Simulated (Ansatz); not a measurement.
A plane-wave DFT run in Ansatz 0.2.0 (scalar-relativistic PAW potentials unless the input names others): input and command.

```yaml
crystal:
  lattice:
    - [2.8394270062, 0.0, 0.0]
    - [0.0, 4.0155561815, 0.0]
    - [0.0, 0.0, 26.0985675155]
  atoms:
    - { symbol: al, position: [0.5, 0.5, 0.3256883733] }
    - { symbol: Al, position: [0.0, 0.0, 0.3800865123] }
    - { symbol: Al, position: [0.5, 0.5, 0.4344846513] }
    - { symbol: Al, position: [0.0, 0.0, 0.4892844212] }
    - { symbol: Al, position: [0.5, 0.5, 0.5458906383] }
    - { symbol: Al, position: [0.0, 0.0, 0.6004316096] }
    - { symbol: "N", position: [0.0, 0.0, 0.6690933062] }
basis:
  ecutwfc: 420
kpoints:
  mp_grid: { grid: [10, 7, 1] }
hamiltonian:
  xc: pbesol
scf:
  occupations: { method: gaussian, width: 0.1 }
  max_iter: 80
output:
  forces: true
  eigenvalues: true
efield:
  axis: 3
  dipole_correction: true
  ramp_width: 0.04
```

```bash
ansatz run input.yaml --threads 1 --pin off --max-ram 2560MiB --backend cpu --events-out ev --progress --plain --runs-dir out
```

**Question.** What will the program do with this input?

**Answer.** The program refuses it, because of an unknown element (crystal.atoms[0].symbol: "Al" → "al"). With the sound run's settings it is accepted.

Abridged log:
```
Error: YAML parse error: error: line 7 column 17: `al` is not an element symbol (H … Og, case-exact)
 --> <input>:7:17
  |
5 |     - [0.0, 0.0, 26.0985675155]
6 |   atoms:
7 |     - { symbol: al, position: [0.5, 0.5, 0.3256883733] }
  |                 ^ `al` is not an element symbol (H … Og, case-exact)
8 |     - { symbol: Al, position: [0.0, 0.0, 0.3800865123] }
9 |     - { symbol: Al, position: [0.5, 0.5, 0.4344846513] }
  |
```